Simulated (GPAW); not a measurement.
A run of GPAW 26.7.0 is set up as follows.

Contents of run.py:

```python
from ase import Atoms
from ase.dft.bandgap import bandgap
from ase.io import write
from ase.units import Bohr, GPa
from gpaw import GPAW, PW, setup_paths
from gpaw.elf import elf_from_dft_calculation

setup_paths.insert(0, '.')

atoms = Atoms(['W', 'Si', 'Si'],
              cell=[[-1.6069, 1.6069, 3.91495],
                    [1.6069, -1.6069, 3.91495],
                    [1.6069, 1.6069, -3.91495]],
              scaled_positions=[[0.0, 0.0, 0.0],
                                [0.6653, 0.6653, 0.0],
                                [0.3347, 0.3347, 0.0]],
              pbc=True)

calc = GPAW(mode=PW(600),
            xc='PBEsol',
            kpts={'size': (12, 12, 12), 'gamma': True},
            occupations={'name': 'fermi-dirac', 'width': 0.05},
            nbands=23,
            convergence={'density': 1e-05, 'energy': 1e-05},
            maxiter=150,
            txt='gpaw.txt')
atoms.calc = calc
energy = atoms.get_potential_energy()
forces = atoms.get_forces()
stress = atoms.get_stress()
calc.write('gs.gpw')
write('result.traj', atoms)
print(f'Energy: {energy:.6f} eV')
print('Forces (eV/A):')
print(forces.round(4))
print('Stress (GPa):', (stress / GPa).round(3))
print('Fermi level:', round(calc.get_fermi_level(), 4), 'eV')
print(f'Gap: {bandgap(calc)[0]:.4f} eV, direct: {bandgap(calc, direct=True)[0]:.4f} eV')

# fields on the real-space grid
write('density.cube', atoms, data=calc.get_pseudo_density() * Bohr**3)
write('potential.cube', atoms, data=calc.get_electrostatic_potential())
write('elf.cube', atoms, data=elf_from_dft_calculation(calc).data)
```

Potentials or basis: PAW data sets generated in the run's folder for this functional, pw.

The run is started by

```sh
$ gpaw-setup -f PBEsol Si W
$ OMP_NUM_THREADS=1 python run.py
```

Q: Estimate the band gap on the k mesh.

A: None (metal or under the smearing width).

Q: Estimate the pressure.

A: -1.3 GPa.

Q: What does it give for the largest force?

A: 0.034 eV/Å.

Stress tensor (GPa, compression positive):
```
-1.51  0.00  0.00
 0.00 -1.51  0.00
 0.00  0.00 -0.76
```

Spin-orbit coupling is left out, which matters for the levels of W.
